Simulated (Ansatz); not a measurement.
Be in several cubic structure types, each at its own equilibrium volume.

Computed with PBE, plane waves, PAW datasets (generated soft set 1) (Ansatz).

Settings: cutoff 420 eV; no spin polarisation; Fermi–Dirac smearing of 0.0612 eV; k-meshes 38³ (diamond), 50³ (simple cubic).

**Question.** Rank the structures by energy per atom, lowest first.
A. diamond
B. simple cubic

**Answer.** B (0.0 meV/atom), A (631 meV/atom).

**Question.** Give the equilibrium volume and bulk modulus of each.

**Answer.** 
```json
{"structure": "diamond", "V₀ (Å³/atom)": "14.69", "B₀ (GPa)": "44"}
{"structure": "simple cubic", "V₀ (Å³/atom)": "10.27", "B₀ (GPa)": "75"}
```

Only these cubic types are compared here; the real ground state can be another structure or magnetic.

Model structures, not the usual forms at ambient conditions (metastable or hypothetical): Be (diamond type), Be (simple cubic type).
